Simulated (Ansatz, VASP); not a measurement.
## Two plane-wave programs on MgF2 (Sellaite)

```
CELL_PARAMETERS angstrom
4.63879 0.00000 0.00000
0.00000 4.63879 0.00000
0.00000 0.00000 3.06219
ATOMIC_POSITIONS crystal
Mg 0.00000 0.00000 0.00000
Mg 0.50000 0.50000 0.50000
F 0.30338 0.30338 0.00000
F 0.19662 0.80338 0.50000
F 0.69662 0.69662 0.00000
F 0.80338 0.19662 0.50000
```

Alike in both runs: functional PBEsol; k mesh 6 × 6 × 8; occupations gaussian, width 0.02 eV; no spin polarisation.

Ansatz relaxed the structure, and its values are those at the end. VASP's run is a single point on that final structure, the one shown.

```csv
,VASP,Ansatz
version,VASP 6.6.1,Ansatz 0.2.0
potentials or method,"VASP PAW PBE potentials, release 64 (Mg, F)","scalar-relativistic, plane waves, PAW"
plane-wave cutoff (eV),520,420
valence electrons in the cell,32,48
```

Ansatz gave:

| Property | Result |
| --- | --- |
| gap on the k mesh at the Fermi level (eV) | 6.89 |
| least direct gap on the mesh (eV) | 6.89 |
| pressure (GPa) | 0.0 |

Problem. Estimate VASP's values.

Solution. gap on the k mesh at the Fermi level (eV): 6.86; least direct gap on the mesh (eV): 6.86; pressure (GPa): -0.8.

With one functional, cell and mesh, what is left measures potentials, basis and numerics. The two sets of potentials don't hold the same shells in valence.

Caveats: the PAW data sets were made with another functional, which shifts forces and pressure a little (VASP). A k mesh can miss the band edges. As with any semilocal functional, this PBEsol gap is likely too small.
